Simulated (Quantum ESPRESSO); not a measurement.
# CuI (Marshite) (F-43m) in Quantum ESPRESSO: further runs, part 4 of 4

Quantum ESPRESSO 7.5. Earlier steps stand in the parts before.

## 6. The runs side by side

| level | potentials or basis | form of the LDA correlation | pressure (GPa) |
| --- | --- | --- | --- |
| LDA | GBRV 1.5 LDA | PZ81 | -0.1 |
| PBE | GBRV 1.5 PBE | - | 0.0 |
| PW91 | GBRV 1.5 PBE | - | 0.0 |
| BLYP | GBRV 1.5 PBE | - | 0.1 |

Alike in all rows: task phonons; no spin polarisation; cell relaxed; k mesh 4 × 4 × 4, shifted; cutoff (eV) 762; smearing fermi-dirac 0.05 eV.

Caveats: the potentials were made for another functional, which shifts forces and pressure (some runs); before the sum rule the acoustic modes lie tens of cm⁻¹ from zero, a sign that the density grid also shifts the optical modes (some runs).

Absolute energies hang on the potentials; compare differences alone.

## 7. How close it comes

Step 2. Measured high-frequency dielectric constant of CuI: 4.84 (a printed reference work, data compilation). This calculation gives 6.94 (+43.3 %). So large a miss can be the level of theory's own, or it may mean another phase, state or a wrong row.

Step 3. Measured high-frequency dielectric constant of CuI: 4.84 (a printed reference work, data compilation). This calculation gives 6.43 (+33.0 %). So large a miss can be the level of theory's own, or it may mean another phase, state or a wrong row.

Step 4. Against the measured high-frequency dielectric constant of CuI, 4.84 (a printed reference work, data compilation), the calculated 6.45 is off by +33.2 %. So large a miss can be the level of theory's own, or it may mean another phase, state or a wrong row.

Step 5. Measured high-frequency dielectric constant of CuI: 4.84 (a printed reference work, data compilation). This calculation gives 6.15 (+27.2 %).
